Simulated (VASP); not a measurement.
## WS2: equation of state with PBEsol

The system is WS2, a slab with vacuum.

```
W S
1.0
     3.14696    0.00000    0.00000
    -1.57348    2.72535    0.00000
     0.00000    0.00000   17.00274
W S
1 2
Direct
  0.00000 0.00000 0.00000
  0.33333 0.66667 0.09219
  0.33333 0.66667 0.90781
```

```json
{
 "Program": "VASP 6.6.1",
 "Task": "equation of state",
 "Functional": "PBEsol",
 "Potentials or basis": "VASP PAW PBE potentials, release 64 (W_sv, S)",
 "Cutoff": "520 eV",
 "k mesh": "8 × 8 × 2",
 "Occupations": "gaussian, width 0.02 eV",
 "Spin": "no spin polarisation"
}
```

```json
{
 "Equilibrium volume": "48.61 Å³/atom",
 "Bulk modulus at fixed shape and positions": "61 GPa",
 "Pressure derivative of the bulk modulus": "4.3 (rough: it moves with the points fitted)"
}
```

Energy against volume, from the lowest point:
| volume (Å³/atom) | energy (meV/atom) |
| --- | --- |
| 46.664 | 15.96 |
| 47.636 | 3.85 |
| 48.608 | 0.00 |
| 49.581 | 3.58 |
| 50.553 | 13.84 |

All runs of the series together: 6.9 min on 1 thread of Intel(R) Xeon(R) Platinum 8259CL CPU @ 2.50GHz (Skylake/Cascade Lake) (shared host).

Caveat: the cell was scaled at fixed shape and fractional positions, which overstates the stiffness of a crystal with free parameters, most of all of layers and chains; the PAW data sets were made with another functional, which shifts forces and pressure a little. The run has no spin-orbit coupling, so splittings on W are missing.
